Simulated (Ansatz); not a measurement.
NaBr (rock salt, Fm-3m), the program Ansatz at the PBE level (PAW). The conduction-band minimum lies at Γ, with 1 equivalent valley. Second derivatives d²E/dk² of the lowest band at one valley (eV·Å²), along Cartesian directions:

| direction | d²E/dk² |
|---|---|
| [100] | 23.67 |
| [010] | 23.67 |
| [001] | 23.67 |
| [110] | 23.67 |
| [101] | 23.67 |
| [011] | 23.67 |

Task: Find the principal effective masses, the density-of-states mass and the conductivity mass.

Result: Off-diagonal terms follow from H_xy = H[110] − (H_xx + H_yy)/2, and m*/mₑ = 7.620 eV·Å² over each eigenvalue: 0.32, 0.32, 0.32. One valley's DOS mass (m₁m₂m₃)^(1/3) = 0.32, conductivity mass 3/(Σ 1/mᵢ) = 0.32 mₑ.

Task: What effective density of states Nc follows at 300 K for parabolic valleys?

Result: Nc = 2.509e19 × 1 × (0.32)^(3/2) ≈ 4.5e18 cm⁻³.

Task: With the computed static dielectric constant 7.24 (mean of the diagonal), estimate a hydrogenic donor's binding energy and radius.

Result: E = 13.606 eV × 0.32/7.24² ≈ 83 meV; a = 0.529 Å × ε/m* ≈ 12 Å. Semilocal masses tend to be too small where the gap is.

Task: With ε∞ = 2.83 and ω_LO = 195 cm⁻¹, what Fröhlich coupling constant follows?

Result: α = (1/ε∞ − 1/ε0) √(m* × 13.606 eV/ħω_LO) = 2.9.

The cell was relaxed with PBE under the symmetry of its start; phonons on a q-mesh show no instability. Spin–orbit coupling is left out wherever it is not named.

Potentials: the later of the program's two PAW sets.
